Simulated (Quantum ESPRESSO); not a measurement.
Ti under changes of volume

One of the cells (17.636 Å³/atom); the others are scaled copies at fixed shape and fractional positions:

```xyz
2
Lattice="2.9500 0.0000 0.0000 -1.4750 2.5548 0.0000 0.0000 0.0000 4.6800" Properties=species:S:1:pos:R:3 pbc="T T T"
Ti    1.4750    0.8516    3.5100
Ti    0.0000    1.7032    1.1700
```

- Program: Quantum ESPRESSO 7.5
- Functional: revPBE
- Potentials or basis: PseudoDojo 0.5 SR PBE standard
- Cutoff: 1143 eV
- Density cutoff: 4572 eV
- k mesh: 6 × 6 × 4
- Occupations: fermi-dirac, width 0.05 eV
- Spin: collinear spin, ferromagnetic start
- Starting moments: [1.0, 1.0] μB

```csv
volume (Å³/atom),energy over the lowest point (meV/atom),pressure (GPa)
16.577,28.89,8.3
16.930,?,?
17.283,4.29,3.1
17.636,0.00,0.9
17.988,0.44,-1.2
18.341,5.22,-3.1
18.694,13.97,-4.8
```

Question: What does the run at 16.930 Å³/atom give?

Answer: Energy over the lowest point 13.76 meV/atom; pressure 5.6 GPa.

Worked out: A Birch-Murnaghan fit of order 3 (a polynomial in V^(-2/3)) to the other rows has its minimum at 17.78 Å³/atom with B0 = V·E''(V) = 105 GPa and B' = 3.4 at fixed shape and positions, which overstates the stiffness. It gives 13.76 meV/atom at 16.930 Å³/atom, against the run's 13.76, and -dE/dV = 5.5 GPa, against 5.6.

Energies are extrapolated to zero smearing.

Caveats: all runs use coarse meshes; the potentials were made for another functional, which shifts forces and pressure.
